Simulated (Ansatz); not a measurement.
CsCl:
```xyz
2
Lattice="4.2061 0.0000 0.0000 0.0000 4.2061 0.0000 0.0000 0.0000 4.2061" Properties=species:S:1:pos:R:3 pbc="T T T"
Cs     0.0000     0.0000     0.0000
Cl     2.1030     2.1030     2.1030
```

Relaxed with PBE. Special points in fractions of this cell's reciprocal vectors: Γ (0.000, 0.000, 0.000); X (0.000, 0.500, 0.000); M (0.500, 0.500, 0.000); R (0.500, 0.500, 0.500).

**Question.** List the band energies nearest the valence-band maximum at these points for the program Ansatz at the PBE with spin–orbit coupling level (PAW).

**Answer.** In eV from the valence-band maximum; about four levels below and three above (degenerate sets whole), none deeper than 8.9 eV; points with the same levels are listed once.

```
k                    below                          above
-  -----------------------  -----------------------------
Γ      0.00 0.00 0.00 0.00  4.95 4.95 5.39 5.39 5.39 5.39
X  -0.28 -0.28 -0.21 -0.21            6.33 6.33 7.27 7.27
M  -0.46 -0.46 -0.09 -0.09            5.83 5.83 5.91 5.91
R  -0.98 -0.98 -0.98 -0.98            8.18 8.18 8.18 8.18
```

Space group Pm-3m (CsCl type). The PBE relaxation kept the symmetry of its start.

Potentials: the later of the program's two PAW sets.
